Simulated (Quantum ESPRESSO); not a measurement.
## TaN under changes of volume

One of the cells (10.776 Å³/atom); the others are scaled copies at fixed shape and fractional positions:

```xyz
2
Lattice="2.9380 0.0000 0.0000 -1.4690 2.5444 0.0000 0.0000 0.0000 2.8830" Properties=species:S:1:pos:R:3 pbc="T T T"
Ta    0.0000    0.0000    1.4415
N     1.4690    0.8481    0.0000
```

| Quantity | Value |
| --- | --- |
| Program | Quantum ESPRESSO 7.5 |
| Functional | PBEsol |
| Potentials or basis | PseudoDojo 0.4.1 SR PBEsol standard |
| Cutoff | 1143 eV |
| Density cutoff | 4572 eV |
| k mesh | 10 × 10 × 9 |
| Occupations | fermi-dirac, width 0.05 eV |
| Spin | no spin polarisation |

| volume (Å³/atom) | energy over the lowest point (meV/atom) | pressure (GPa) |
| --- | --- | --- |
| 10.129 | 27.21 | 18.8 |
| 10.345 | 7.95 | 10.0 |
| 10.560 | 0.00 | 2.0 |
| 10.776 | ? | ? |
| 10.991 | 13.56 | -11.6 |
| 11.207 | 33.09 | -17.4 |
| 11.422 | 59.98 | -22.5 |

Question: What does the run at 10.776 Å³/atom give?

Answer: Energy over the lowest point 2.22 meV/atom; pressure -5.2 GPa.

Worked out: A Birch-Murnaghan fit of order 3 (a polynomial in V^(-2/3)) to the other rows has its minimum at 10.62 Å³/atom with B0 = V·E''(V) = 361 GPa and B' = 4.2 at fixed shape and positions, which overstates the stiffness. It gives 2.23 meV/atom at 10.776 Å³/atom, against the run's 2.22, and -dE/dV = -5.2 GPa, against -5.2.

Energies are extrapolated to zero smearing.
